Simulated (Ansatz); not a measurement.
PbO, PbS, PbSe, PbTe: one prototype (zincblende), with O, S, Se, Te on the same site. Each was relaxed with r2SCAN in the PAW code Ansatz, and the gaps are read on those cells (d direct, i indirect). No spin polarisation and no zero-point or thermal terms; whether a cell exists isn't addressed.

| compound | a (Å) | gap, PBE (eV) | gap, r2SCAN (eV) | gap, HSE06 (eV) | mean ε∞, r2SCAN | G0W0@PBE gap (eV) |
| --- | --- | --- | --- | --- | --- | --- |
| PbO | 5.598 | 0.43 i (W → X) | 0.62 i (W → X) | 1.04 i (W → X) | 7.1 | – |
| PbS | 6.602 | 0.80 i (W → X) | 0.95 i (W → X) | 1.29 i (W → X) | 6.5 | 1.34 (533 empty bands, 220 eV, 4×4×4) |
| PbTe | 7.283 | 0.59 i (W → X) | 0.75 i (W → X) | 0.97 i (W → X) | 8.3 | 0.93 (288 empty bands, 120 eV, 4×4×4) |

G0W0 gaps are PBE's gap plus the shift on the mesh. G0W0 values are finite-basis, finite-mesh values.

(1) Fill in the row for PbSe.

Results:

(1)

| compound | a (Å) | gap, PBE (eV) | gap, r2SCAN (eV) | gap, HSE06 (eV) | mean ε∞, r2SCAN | G0W0@PBE gap (eV) |
| --- | --- | --- | --- | --- | --- | --- |
| PbSe | 6.846 | 0.62 i (W → X) | 0.79 i (W → X) | 1.06 i (W → X) | 7.3 | 1.15 (594 empty bands, 220 eV, 4×4×4) |

Around Pb lie 4 Se at 2.96 Å; around Se lie 4 Pb at 2.96 Å.

Spin-orbit coupling is left out; in compounds of Pb, Bi, Tl or Hg it can lower a gap by up to about 1 eV, split its edges or invert the bands.

The meshes of the hybrids are coarse, so their gaps aren't converged to the digits shown.
